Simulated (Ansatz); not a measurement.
## Al: pressure against volume

Al, P6_3/mmc, a = 2.808 Å, c = 4.689 Å. This isn't the element's structure at ambient conditions. Ansatz: r2SCAN, PAW, 500 eV, Γ-centred 18×18×10 mesh on 2 atoms, Gaussian smearing 0.10 eV; no spin polarisation. Shape and atoms are relaxed at each volume; pressure is positive in compression.

```tsv
V (Å³/atom)	P (GPa)
15.050	6.24
15.530	2.88
16.011	0.00
16.491	-2.45
16.971	?
```

Task: Take V0 = 16.011 Å³/atom, fit the third-order Birch–Murnaghan form to the other rows, and predict the missing pressure.

Result: With the Eulerian strain f = ½[(V0/V)^(2/3) − 1] and y = P/[3f(1 + 2f)^(5/2)], the form is the line y = B0 + 1.5 B0 (B0′ − 4) f. Rows (f, y): 0.02106, 89.1; 0.01027, 88.8; -0.00975, 88.0. Means f = 0.007193, y = 88.633; Σ(Δf)² = 0.0004888, ΣΔfΔy = 0.01771; the slope is their ratio. y = 88.37 + 36.24 f GPa, so B0 = 88.4 GPa and B0′ = 4 + 2 × (36.24)/(3 × 88.37) = 4.27. At V = 16.971, f = -0.01904, y = 87.68 and P = -4.55 GPa. The run gave -4.54 GPa, so the fit is 0.01 GPa too low, a small miss on the scale of the series. The form still works here, 33 % of the fitted range beyond its end.